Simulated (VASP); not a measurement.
The system is KCl.

```xyz
2
Lattice="3.8392 0.0000 0.0000 0.0000 3.8392 0.0000 0.0000 0.0000 3.8392" Properties=species:S:1:pos:R:3 pbc="T T T"
K     0.0000    0.0000    0.0000
Cl    1.9196    1.9196    1.9196
```

Measurements of this composition are mostly on another form, of space group No. 225.

Base run:

* Program: VASP 6.6.1
* Functional: HSE03
* Potentials or basis: VASP PAW PBE potentials, release 64 (K_sv, Cl)
* Cutoff: 520 eV
* k mesh: 6 × 6 × 6
* Occupations: gaussian, width 0.02 eV
* Spin: no spin polarisation

Its results: band gap on the k mesh 5.87 eV, indirect (least direct gap 6.09 eV); pressure -0.4 GPa.

Problem. The run is repeated on the same cell with these changes: functional from HSE03 to HSE06. What comes out?

Solution. Band gap on the k mesh 6.14 eV, indirect (least direct gap 6.36 eV); pressure -0.4 GPa.

Caveats: the PAW data sets were made with another functional, which shifts forces and pressure a little.
